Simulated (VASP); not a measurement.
Input of a VASP 6.6.1 run:

File INCAR:

```
SYSTEM = SiC
  ADDGRID = .True.
  ALGO = All
  EDIFF = 1E-6
  EDIFFG = -0.01
  ENCUT = 520
  GGA = 91
  IBRION = 2
  ISIF = 2
  ISMEAR = -5
  IVDW = 13
  LASPH = .True.
  LCHARG = .False.
  LREAL = .False.
  LWAVE = .False.
  NELM = 80
  NSW = 40
  PREC = Accurate
  SIGMA = 0.05
  VDW_A1 = 0.39581542
  VDW_A2 = 4.93405761
  VDW_S6 = 1.0
  VDW_S8 = 0.77283111
```

The input KPOINTS:

```
k-points
0
Gamma
  10 10 5
  0 0 0
```

The input POSCAR:

```
SiC
1.0
    3.0760000000      0.0000000000      0.0000000000
   -1.5380000000      2.6638941420      0.0000000000
    0.0000000000      0.0000000000      5.0480000000
Si C
2 2
Direct
    0.6849030000      0.3678230000      0.5354170000
    0.3807950000      0.6814090000      0.0062340000
    0.6366260000      0.3333660000      0.8630080000
    0.2814600000      0.6703160000      0.3676640000
```

Potentials or basis: VASP PAW PBE potentials, release 64 (Si, C).

The run is started by

```console
$ cat potpaw_PBE.64/Si/POTCAR potpaw_PBE.64/C/POTCAR > POTCAR
$ mpirun -np 1 vasp_std > vasp.out
```

Problem. Predict the energy gained by relaxing.

Solution. 359.4 meV/atom.

Problem. Estimate the dispersion energy per atom.

Solution. -0.272 eV.

The path:
```tsv
step	energy change (eV)	largest force (eV/Å)	pressure (GPa)
1	0.0000	7.9245	9.03
2	-0.4938	4.1920	7.30
3	-1.2410	1.9380	1.32
4	-1.3207	1.6364	0.77
5	-1.4039	0.9194	0.22
6	-1.4267	0.3239	0.06
7	-1.4278	0.1798	0.05
8	-1.4316	0.1442	0.06
9	-1.4345	0.2454	0.08
10	-1.4368	0.1150	0.08
11	-1.4375	0.0514	0.08
12	-1.4376	0.0059	0.08
```

Caveat: the PAW data sets were made with another functional, which shifts forces and pressure a little.
